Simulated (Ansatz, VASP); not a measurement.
# ZrC in VASP and in Ansatz

File INCAR:

```
PREC = Accurate
ENCUT = 520
EDIFF = 1E-6
ISMEAR = 0
SIGMA = 0.1
LREAL = F
LASPH = T
NELM = 100
ALGO = Normal
ISIF = 2
LWAVE = F
LCHARG = F
GGA = PE
NBANDS = 24
```

The input KPOINTS:

```
Automatic mesh
0
Gamma
  4 4 4
```

Contents of POSCAR:

```
ZrC
1.0
    3.8310019600      0.0000000000      0.0000000000
    0.0000000000      3.8310019600      0.0000000000
    0.0000000000      0.0000000000      5.4178549300
Zr C
2 2
Direct
    0.5000000000      0.5000000000      0.2500000000
    0.5000000000      0.5000000000      0.7500000000
    0.0000000000      0.5000000000      0.0000000000
    0.5000000000      0.0000000000      0.5000000000
```

Input for Ansatz:

```yaml
crystal:
  lattice:
    - [3.83100196, 0.0, 0.0]
    - [0.0, 3.83100196, 0.0]
    - [0.0, 0.0, 5.41785493]
  atoms:
    - { symbol: Zr, position: [0.5, 0.5, 0.25] }
    - { symbol: Zr, position: [0.5, 0.5, 0.75] }
    - { symbol: C, position: [0.0, 0.5, 0.0] }
    - { symbol: C, position: [0.5, 0.0, 0.5] }
basis:
  ecutwfc: 420
kpoints:
  mp_grid: { grid: [4, 4, 4] }
hamiltonian:
  xc: pbe
scf:
  occupations: { method: gaussian, width: 0.1 }
  lower_state_search: "off"
output:
  forces: true
  stress: true
  eigenvalues: true
```

Change from the starting cell: ordered vacancies on the cation sites of antifluorite (P4_2/mmc, No. 131).

Alike in both runs: task single point; functional PBE; k mesh 4 × 4 × 4; occupations gaussian, width 0.1 eV; no spin polarisation.

|  | VASP | Ansatz |
| --- | --- | --- |
| version | VASP 6.6.1 | Ansatz 0.2.0 |
| potentials or method | VASP PAW PBE potentials, release 64 (Zr_sv, C) | scalar-relativistic, plane waves, PAW |
| plane-wave cutoff (eV) | 520 | 420 |
| valence electrons in the cell | 32 | 32 |

Ansatz gave:

| Item | Value |
| --- | --- |
| gap on the k mesh at the Fermi level (eV) | none |
| pressure (GPa) | -8.7 |
| largest component of the traceless stress (GPa) | 24.96 |

Q: What did VASP give for the same quantities?

A: gap on the k mesh at the Fermi level (eV): none; pressure (GPa): -8.6; largest component of the traceless stress (GPa): 25.01.

A gap of «none» marks a metal or a gap that the smearing closes. The functional is the same, so the differences come from potentials, cutoffs and numerics.

Caveats: the k mesh is coarse (spacing up to 0.41 Å⁻¹), so the values aren't converged.
